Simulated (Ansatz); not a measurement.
# Solid CO2: from lattice energy to sublimation

The calculation used DFT PBE+D3(BJ), scalar-relativistic, plane waves, PAW (Ansatz).

Cutoff 420 eV; k points 4×4×4 on the computed 12-atom cell (Γ-centred); Gaussian smearing, width 0.02 eV; no spin polarisation.

```cif
data_structure
_symmetry_space_group_name_H-M 'P 1'
_symmetry_Int_Tables_number 1
_cell_length_a 4.9744
_cell_length_b 6.4917
_cell_length_c 5.9959
_cell_angle_alpha 90.000
_cell_angle_beta 90.000
_cell_angle_gamma 90.000
_cell_volume 193.62
loop_
_atom_site_label
_atom_site_type_symbol
_atom_site_fract_x
_atom_site_fract_y
_atom_site_fract_z
_atom_site_occupancy
C1 C 0.50000 0.84941 0.75000 1
C2 C 0.00000 0.34941 0.75000 1
C3 C 0.00000 0.65059 0.25000 1
C4 C 0.50000 0.15059 0.25000 1
O1 O 0.69530 0.14995 0.14148 1
O2 O 0.30470 0.14995 0.35852 1
O3 O 0.80470 0.64995 0.14148 1
O4 O 0.19530 0.35005 0.85852 1
O5 O 0.19530 0.64995 0.35852 1
O6 O 0.80470 0.35005 0.64148 1
O7 O 0.69530 0.85005 0.64148 1
O8 O 0.30470 0.85005 0.85852 1
```

The relaxed cell holds 4 CO2 at 48.4 Å³ each. Per molecule the crystal lies 0.2250 eV below the molecule frozen in its crystal shape, and that shape lies 0.0003 eV above the relaxed free molecule.

Task: Put the lattice energy together, estimate the enthalpy of sublimation and the cohesive energy density, and say what binds the crystal.

Result: E_latt = −0.2250 + 0.0003 = -0.2247 eV = -21.7 kJ/mol: the molecule pays 0.1 % of its binding as strain. For rigid molecules with classical lattice modes the gas has 5/2 RT of translation and rotation plus RT of pV, the crystal 5 RT in its lattice modes, so ΔH_sub ≈ −E_latt − (3/2)RT = 21.7 − 3.7 = 18.0 kJ/mol at 298 K (a solid that melts lower is measured colder, with a smaller RT term). The cohesive energy density is −E_latt per molar volume, 21.7 kJ/mol / 29.2 cm³/mol = 744 MPa, and its root, 27 MPa^½, is the solid's counterpart of a solubility parameter (the liquid's is smaller). The D3 term adds -0.163 eV between molecules, 72 % of the binding at this geometry. The share depends on the functional that the correction is paired with. The Kohn–Sham gap is 7.99 eV in the free molecule, 7.99 eV in the molecule frozen in its crystal shape and 6.56 eV on the crystal's mesh. From the frozen molecule to the crystal it shows a narrowing, by band width and the neighbours' field; the polarisation that lowers true ionisation gaps in solids isn't in these levels.

Quantum lattice modes, thermal expansion and changes of the internal vibrations are left out, each worth up to a few kJ/mol.

This form isn't the usual stable structure of the compound.

Cost: 3 runs of about 1.3 core-minutes in all, on Arm Neoverse N1 (shared hosts).